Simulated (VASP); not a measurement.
# KCl (Fm-3m) in VASP: a series of runs

One crystal, KCl, is run at these levels: PBEsol; tasks: relaxation of cell and atoms.

Program: VASP 6.6.1. These are calculated values, not measurements. Logs are shortened: lines on timing, memory, paths and dates and some standing lists are left out, and cuts for length are marked.

## (1) The structure

Symmetry: Fm-3m, No. 225, cubic system. The conventional cell has a = 6.268 Å, b = 6.268 Å, c = 6.268 Å, α = 90.00°, β = 90.00°, γ = 90.00°. Around K (site symmetry m-3m) lie 6 Cl at 3.13 Å. Cl (site symmetry m-3m) has 6 K at 3.13 Å as nearest neighbours.

## (2) Relaxation of cell and atoms, PBEsol

INCAR reads:

```
PREC = Accurate
ENCUT = 300
EDIFF = 1E-7
ISMEAR = 0
SIGMA = 0.02
LREAL = False
LASPH = True
NELM = 60
ALGO = Normal
ISIF = 3
LWAVE = False
LCHARG = False
GGA = PS
IBRION = 2
NSW = 90
EDIFFG = -0.005
```

KPOINTS reads:

```
Automatic mesh
0
Gamma
  6 6 6
```

POSCAR reads:

```
KCl
1.0
    0.0000000000      3.1341000000      3.1341000000
    3.1341000000      0.0000000000      3.1341000000
    3.1341000000      3.1341000000      0.0000000000
K Cl
1 1
Direct
    0.0000000000      0.0000000000      0.0000000000
    0.5000000000      0.5000000000      0.5000000000
```

Potentials or basis: VASP PAW PBE potentials, release 64 (K_sv, Cl).

On the command line:

```sh
cat potpaw_PBE.64/K_sv/POTCAR potpaw_PBE.64/Cl/POTCAR > POTCAR
mpirun -np 1 vasp_std > vasp.out
```

OUTCAR:

```text
PREC = Accurate
   ENCUT = 300
   EDIFF = 1E-7
   ISMEAR = 0
   LREAL = False
   LASPH = True
   NELM = 60
   ISIF = 3
   GGA = PS
   IBRION = 2
   NSW = 90
   EDIFFG = -0.005

 ion  position               nearest neighbor table
   1  0.000  0.000  0.000-   2 3.13   2 3.13   2 3.13   2 3.13   2 3.13   2 3.13
   2  0.500  0.500  0.500-   1 3.13   1 3.13   1 3.13   1 3.13   1 3.13   1 3.13

  LATTYP: Found a face centered cubic cell.
 ALAT       =     6.2682000000

  Lattice vectors:

 A1 = (   0.0000000000,   3.1341000000,   3.1341000000)
 A2 = (   3.1341000000,   0.0000000000,   3.1341000000)
 A3 = (   3.1341000000,   3.1341000000,   0.0000000000)

Analysis of symmetry for initial positions (statically):
=====================================================================
 Subroutine PRICEL returns:
 Original cell was already a primitive cell.

 Routine SETGRP: Setting up the symmetry group for a
 face centered cubic supercell.

 Subroutine GETGRP returns: Found 48 space group operations
 (whereof 48 operations were pure point group operations)
 out of a pool of 48 trial point group operations.

The static configuration has the point symmetry O_h .

Analysis of symmetry for dynamics (positions and initial velocities):
=====================================================================
 Subroutine PRICEL returns:
 Original cell was already a primitive cell.

 Routine SETGRP: Setting up the symmetry group for a
 face centered cubic supercell.

 Subroutine GETGRP returns: Found 48 space group operations
 (whereof 48 operations were pure point group operations)
 out of a pool of 48 trial point group operations.

The dynamic configuration has the point symmetry O_h .

 Subroutine INISYM returns: Found 48 space group operations
 (whereof 48 operations are pure point group operations),
 and found     1 'primitive' translations

----------------------------------------------------------------------------------------

                                     Primitive cell

  volume of cell :      61.5699

  direct lattice vectors                    reciprocal lattice vectors
     0.000000000  3.134100000  3.134100000    -0.159535433  0.159535433  0.159535433
     3.134100000  0.000000000  3.134100000     0.159535433 -0.159535433  0.159535433
     3.134100000  3.134100000  0.000000000     0.159535433  0.159535433 -0.159535433

  length of vectors
     4.432286726  4.432286726  4.432286726     0.276323475  0.276323475  0.276323475

  position of ions in fractional coordinates (direct lattice)
     0.000000000  0.000000000  0.000000000
     0.500000000  0.500000000  0.500000000

  ion indices of the primitive-cell ions
   primitive index   ion index
                 1           1
                 2           2

----------------------------------------------------------------------------------------

 KPOINTS: Automatic mesh

Automatic generation of k-mesh.
 Grid dimensions read from file:
 generate k-points for:    6    6    6

 Generating k-lattice:

  Cartesian coordinates                     Fractional coordinates (reciprocal lattice)
    -0.026589239  0.026589239  0.026589239     0.166666667  0.000000000  0.000000000
     0.026589239 -0.026589239  0.026589239     0.000000000  0.166666667  0.000000000
     0.026589239  0.026589239 -0.026589239     0.000000000  0.000000000  0.166666667

  Length of vectors
     0.046053913  0.046053913  0.046053913

  Shift w.r.t. Gamma in fractional coordinates (k-lattice)
     0.000000000  0.000000000  0.000000000

 Subroutine IBZKPT returns following result:
 ===========================================

 Found     16 irreducible k-points:

 Following reciprocal coordinates:
            Coordinates               Weight
  0.000000  0.000000  0.000000      1.000000
  0.166667  0.000000  0.000000      8.000000
  0.333333  0.000000  0.000000      8.000000
  0.500000  0.000000  0.000000      4.000000
  0.166667  0.166667  0.000000      6.000000
  0.333333  0.166667  0.000000     24.000000
[... 8 lines left out ...]
 -0.333333  0.333333  0.166667     24.000000
 -0.333333  0.500000  0.166667     12.000000
   k-points           NKPTS =     16   k-points in BZ     NKDIM =     16   number of bands    NBANDS=     12
   number of dos      NEDOS =    301   number of ions     NIONS =      2
   total plane-waves  NPLWV =  21952
   dimension x,y,z NGX =    28 NGY =   28 NGZ =   28
   dimension x,y,z NGXF=    56 NGYF=   56 NGZF=   56
   ions per type =               1   1
   NGX,Y,Z   is equivalent  to a cutoff of  10.50, 10.50, 10.50 a.u.
   NGXF,Y,Z  is equivalent  to a cutoff of  21.00, 21.00, 21.00 a.u.
 SYSTEM =  unknown system
   PREC   = accura    normal or accurate (medium, high low for compatibility)
   ISTART =      0    job   : 0-new  1-cont  2-samecut
   ICHARG =      2    charge: 1-file 2-atom 10-const
   ISPIN  =      1    spin polarized calculation?
   LNONCOLLINEAR =      F non collinear calculations
   LSORBIT =      F    spin-orbit coupling
   LASPH  =      T    aspherical Exc in radial PAW
   ENCUT  =  300.0 eV  22.05 Ry    4.70 a.u.   6.26  6.26  6.26*2*pi/ulx,y,z
   NELM   =     60;   NELMIN=  2; NELMDL= -5     # of ELM steps
   EDIFF  = 0.1E-06   stopping-criterion for ELM
   LREAL  =      F    real-space projection
   EDIFFG = -.5E-02   stopping-criterion for IOM
   NSW    =     90    number of steps for IOM
   IBRION =      2    ionic relax: 0-MD 1-quasi-New 2-CG
   NFREE  =      1    steps in history (QN), initial steepest desc. (CG)
   ISIF   =      3    stress and relaxation
   ISYM   =      2    0-nonsym 1-usesym 2-fastsym
   POTIM  = 0.5000    time-step for ionic-motion
   TEBEG  =    0.0;   TEEND  =   0.0 temperature during run
   PSTRESS=    0.0 pullay stress
   NELECT =      16.0000    total number of electrons
   NUPDOWN=      -1.0000    fix difference up-down
   EMIN   =  10.00;   EMAX   =-10.00  energy-range for DOS
   EFERMI =   0.00;   METHOD = LEGACY
   ISMEAR =     0;   SIGMA  =   0.02  broadening in eV -4-tet -1-fermi 0-gaus
   EFERMI_NEDOS =   21; number of points for ismear=-14 and -15
   IALGO  =     38    algorithm
   IMIX   =      4    mixing-type and parameters
     AMIX     =   0.40;   BMIX     =  1.00
     AMIX_MAG =   1.60;   BMIX_MAG =  1.00
  volume/ion in A,a.u.               =      30.78       207.75
  Fermi-wavevector in a.u.,A,eV,Ry     =   1.044701  1.974198 14.849399  1.091400
  Thomas-Fermi vector in A             =   2.179465
   LORBIT       =      0    0 simple, 1 ext, 2 COOP (PROOUT), +10 PAW based schemes
   GGA     = PS    functional components
   LHFCALC =     F    Hartree Fock is set to
   AEXX    =    0.0000 exact exchange contribution
   IVDW    =     0    specifies the selected vdW correction
   LEPSILON=     F    determine dielectric tensor
   LRPA    =     F    only Hartree local field effects (RPA)
 conjugate gradient relaxation of ions
 non-spin polarized calculation
 Gauss-broadening in eV      SIGMA  =   0.02
  energy-cutoff  :      300.00
  volume of cell :       61.57
 maximum number of plane-waves:       745
 NGX is ok and might be reduce to    28
   NGX = 13   NGY = 13   NGZ = 13

--------------------------------------- Ionic step        1  -------------------------------------------

 number of electron      16.0000005 magnetization

 Free energy of the ion-electron system (eV)
  ---------------------------------------------------
  ext. energy  EPLUGINS =         0.00000000
  ---------------------------------------------------
  free energy    TOTEN  =        -7.02533872 eV

  energy without entropy =       -7.02533872  energy(sigma->0) =       -7.02533872

------------------------ aborting loop because EDIFF is reached ----------------------------------------

  FORCE on cell =-STRESS in cart. coord.  units (eV):
  Direction    XX          YY          ZZ          XY          YZ          ZX
  --------------------------------------------------------------------------------------
  -------------------------------------------------------------------------------------
  Total       -0.1737635     -0.1737635     -0.1737635      0.0000000     -0.0000000     -0.0000000
  in kB       -4.5216869     -4.5216869     -4.5216869      0.0000000     -0.0000000     -0.0000000
  external PRESSURE =      -4.5216869 kB  Pullay stress =       0.0000000 kB

 VOLUME and BASIS-vectors are now :
 -----------------------------------------------------------------------------
  energy-cutoff  :      300.00
  volume of cell :       61.57
      direct lattice vectors                 reciprocal lattice vectors
     0.000000000  3.134100000  3.134100000    -0.159535433  0.159535433  0.159535433
     3.134100000  0.000000000  3.134100000     0.159535433 -0.159535433  0.159535433
     3.134100000  3.134100000  0.000000000     0.159535433  0.159535433 -0.159535433
[... 37 lines left out ...]
 POSITION                                       TOTAL-FORCE (eV/Angst)
 -----------------------------------------------------------------------------------
      3.12096      3.12096      6.24193         0.000000      0.000000     -0.000000
      3.12096      3.12096      3.12096        -0.000000      0.000000      0.000000
 -----------------------------------------------------------------------------------
    total drift:                                0.000000      0.000000      0.000000

  FREE ENERGIE OF THE ION-ELECTRON SYSTEM (eV)
  ---------------------------------------------------
  free  energy   TOTEN  =        -7.0269247002 eV

  energy  without entropy=       -7.0269247002  energy(sigma->0) =       -7.02692470

--------------------------------------- Ionic step        3  -------------------------------------------

 number of electron      16.0000007 magnetization

 Free energy of the ion-electron system (eV)
  ---------------------------------------------------
  ext. energy  EPLUGINS =         0.00000000
  ---------------------------------------------------
  free energy    TOTEN  =        -7.02728839 eV

  energy without entropy =       -7.02728839  energy(sigma->0) =       -7.02728839

 E-fermi :  -1.6087     XC(G=0):  -7.8637

 val. band max:       -1.7717990231   @ k =   0.0000   0.0000   0.0000
 cond. band min:       3.3560734458   @ k =   0.0000   0.0000   0.0000
 fundamental gap:      5.1278724689
 Fermi energy:        -1.6087113856

 k-point     1 :       0.0000    0.0000    0.0000
  band No.  band energies     occupation
      1     -28.7397      2.00000
      2     -13.9047      2.00000
      3     -12.2654      2.00000
      4     -12.2654      2.00000
      5     -12.2654      2.00000
      6      -1.7718      2.00000
      7      -1.7718      2.00000
      8      -1.7718      2.00000
      9       3.3561      0.00000
     10       6.5338      0.00000
     11       6.5338      0.00000
     12       6.5338      0.00000

 k-point     2 :       0.1667    0.0000    0.0000
  band No.  band energies     occupation
      1     -28.7364      2.00000
      2     -13.9588      2.00000
      3     -12.2680      2.00000
      4     -12.2680      2.00000
      5     -12.1964      2.00000
      6      -2.1162      2.00000
      7      -1.8675      2.00000
      8      -1.8675      2.00000
      9       4.0188      0.00000
     10       6.3514      0.00000
     11       6.8936      0.00000
     12       6.8936      0.00000
[... 230 lines left out ...]
 POSITION                                       TOTAL-FORCE (eV/Angst)
 -----------------------------------------------------------------------------------
      0.00000      0.00000      0.00000         0.000000      0.000000     -0.000000
      3.11217      3.11217      3.11217        -0.000000     -0.000000      0.000000
 -----------------------------------------------------------------------------------
    total drift:                                0.000000      0.000000      0.000000

  FREE ENERGIE OF THE ION-ELECTRON SYSTEM (eV)
  ---------------------------------------------------
  free  energy   TOTEN  =        -7.0272883874 eV

  energy  without entropy=       -7.0272883874  energy(sigma->0) =       -7.02728839

 reached required accuracy - stopping structural energy minimisation
```

Wall time 16 s (1 thread of Intel Xeon Platinum 8488C (Sapphire Rapids), shared host); peak memory 0.15 GiB.

What came out:

```
Free energy                            : -7.0273 eV
Relaxed volume                         : 30.14 Å³/atom
Relaxed cell                           : a = 4.401 Å, b = 4.401 Å, c = 4.401 Å, α = 60.00°, β = 60.00°, γ = 60.00°
Space group after relaxing (to 0.05 Å) : Fm-3m (No. 225)
Energy gained by relaxing              : 1.0 meV/atom
Ionic steps                            : 3
Pressure after relaxing                : 0.0 GPa
Band gap on the k mesh                 : 5.13 eV, direct
```

The path:
```
step  energy change (eV)  largest force (eV/Å)  pressure (GPa)  volume (Å³)
   1              0.0000                0.0000           -0.45        61.57
   2             -0.0016                0.0000           -0.20        60.80
   3             -0.0019                0.0000           -0.02        60.29
```

Final structure:
```xyz
2
Lattice="0.0000 3.1122 3.1122 3.1122 0.0000 3.1122 3.1122 3.1122 0.0000" Properties=species:S:1:pos:R:3 pbc="T T T"
K     0.0000    0.0000    0.0000
Cl    3.1122    3.1122    3.1122
```

Caveat: the cutoff is under 1.25 times the usual one of these potentials, so pressure, stress and relaxed cells hold a basis-set (Pulay) error; the PAW data sets were made with another functional, which shifts forces and pressure a little.

## (3) Relaxation of cell and atoms, PBEsol

Edit INCAR of step 2 so:

```diff
@@ -1,3 +1,3 @@
 PREC = Accurate
-ENCUT = 300
+ENCUT = 600
 EDIFF = 1E-7
```

KPOINTS reads:

```
Automatic mesh
0
Gamma
  2 2 2
```

POSCAR is that of step 2.

Potentials or basis: VASP PAW PBE potentials, release 64 (K_sv, Cl).

On the command line:

```sh
cat potpaw_PBE.64/K_sv/POTCAR potpaw_PBE.64/Cl/POTCAR > POTCAR
mpirun -np 1 vasp_std > vasp.out
```

OUTCAR:

```text
PREC = Accurate
   ENCUT = 600
   EDIFF = 1E-7
   ISMEAR = 0
   LREAL = False
   LASPH = True
   NELM = 60
   ISIF = 3
   GGA = PS
   IBRION = 2
   NSW = 90
   EDIFFG = -0.005

 ion  position               nearest neighbor table
   1  0.000  0.000  0.000-   2 3.13   2 3.13   2 3.13   2 3.13   2 3.13   2 3.13
   2  0.500  0.500  0.500-   1 3.13   1 3.13   1 3.13   1 3.13   1 3.13   1 3.13

  LATTYP: Found a face centered cubic cell.
 ALAT       =     6.2682000000

  Lattice vectors:

 A1 = (   0.0000000000,   3.1341000000,   3.1341000000)
 A2 = (   3.1341000000,   0.0000000000,   3.1341000000)
 A3 = (   3.1341000000,   3.1341000000,   0.0000000000)

Analysis of symmetry for initial positions (statically):
[... 162 lines left out ...]
  Total        0.1199600      0.1199600      0.1199600      0.0000000      0.0000000     -0.0000000
  in kB        3.1216079      3.1216079      3.1216079      0.0000000      0.0000000     -0.0000000
  external PRESSURE =       3.1216079 kB  Pullay stress =       0.0000000 kB
[... 59 lines left out ...]
--------------------------------------- Ionic step        3  -------------------------------------------

 number of electron      16.0000000 magnetization

 Free energy of the ion-electron system (eV)
  ---------------------------------------------------
  ext. energy  EPLUGINS =         0.00000000
  ---------------------------------------------------
  free energy    TOTEN  =        -6.94574193 eV

  energy without entropy =       -6.94574193  energy(sigma->0) =       -6.94574193

 E-fermi :  -1.7634     XC(G=0):  -7.6667

 val. band max:       -1.8537583603   @ k =   0.0000   0.0000   0.0000
 cond. band min:       3.1247681680   @ k =   0.0000   0.0000   0.0000
 fundamental gap:      4.9785265283
 Fermi energy:        -1.7634413367

 k-point     1 :       0.0000    0.0000    0.0000
  band No.  band energies     occupation
      1     -29.0035      2.00000
      2     -13.9265      2.00000
      3     -12.5286      2.00000
      4     -12.5286      2.00000
      5     -12.5286      2.00000
      6      -1.8538      2.00000
      7      -1.8538      2.00000
      8      -1.8538      2.00000
      9       3.1248      0.00000
     10       6.3836      0.00000
     11       6.3836      0.00000
     12       6.3836      0.00000
[... 57 lines left out ...]
  FREE ENERGIE OF THE ION-ELECTRON SYSTEM (eV)
  ---------------------------------------------------
  free  energy   TOTEN  =        -6.9457419293 eV

  energy  without entropy=       -6.9457419293  energy(sigma->0) =       -6.94574193

 reached required accuracy - stopping structural energy minimisation
```

OSZICAR:

```text
N       E                     dE             d eps       ncg     rms          rms(c)
DAV:   1     0.109645921846E+03    0.10965E+03   -0.76208E+03    72   0.131E+03
DAV:   2     0.962396562604E+00   -0.10868E+03   -0.10186E+03    84   0.284E+02
DAV:   3    -0.680152465494E+01   -0.77639E+01   -0.77225E+01    88   0.753E+01
[... 29 lines left out ...]
DAV:   5    -0.694574372976E+01   -0.12931E-04   -0.87018E-05   120   0.466E-02    0.114E-02
DAV:   6    -0.694574267836E+01    0.10514E-05   -0.29461E-06   120   0.145E-02    0.569E-03
DAV:   7    -0.694574162309E+01    0.10553E-05   -0.26360E-07    72   0.538E-03    0.162E-03
DAV:   8    -0.694574191984E+01   -0.29676E-06   -0.50999E-08    44   0.229E-03    0.352E-04
DAV:   9    -0.694574192928E+01   -0.94401E-08   -0.10841E-08    36   0.119E-03
   3 F= -.69457419E+01 E0= -.69457419E+01  d E =-.100345E-02
```

It took 14 s on 1 thread of Intel Xeon Platinum 8488C (Sapphire Rapids), shared host; peak memory 0.2 GiB.

Results:

- Free energy: -6.9457 eV
- Relaxed volume: 31.31 Å³/atom
- Relaxed cell: a = 4.457 Å, b = 4.457 Å, c = 4.457 Å, α = 60.00°, β = 60.00°, γ = 60.00°
- Space group after relaxing (to 0.05 Å): Fm-3m (No. 225)
- Energy gained by relaxing: 0.5 meV/atom
- Ionic steps: 3
- Pressure after relaxing: 0.0 GPa
- Band gap on the k mesh: 4.98 eV, direct

Step by step:
```
step  energy change (eV)  largest force (eV/Å)  pressure (GPa)  volume (Å³)
   1              0.0000                0.0000            0.31        61.57
   2             -0.0008                0.0000            0.15        62.11
   3             -0.0010                0.0000            0.00        62.62
```

Final structure:
```cif
data_structure
_symmetry_space_group_name_H-M 'P 1'
_symmetry_Int_Tables_number 1
_cell_length_a 4.4574
_cell_length_b 4.4574
_cell_length_c 4.4574
_cell_angle_alpha 60.000
_cell_angle_beta 60.000
_cell_angle_gamma 60.000
_cell_volume 62.62
loop_
_atom_site_label
_atom_site_type_symbol
_atom_site_fract_x
_atom_site_fract_y
_atom_site_fract_z
_atom_site_occupancy
K1 K 0.00000 0.00000 0.00000 1
Cl1 Cl 0.50000 0.50000 0.50000 1
```

Caveat: the k mesh is coarse (spacing up to 0.87 Å⁻¹), so the values aren't converged; the PAW data sets were made with another functional, which shifts forces and pressure a little. PBEsol gaps usually lie below the measured ones, often by a third to a half.
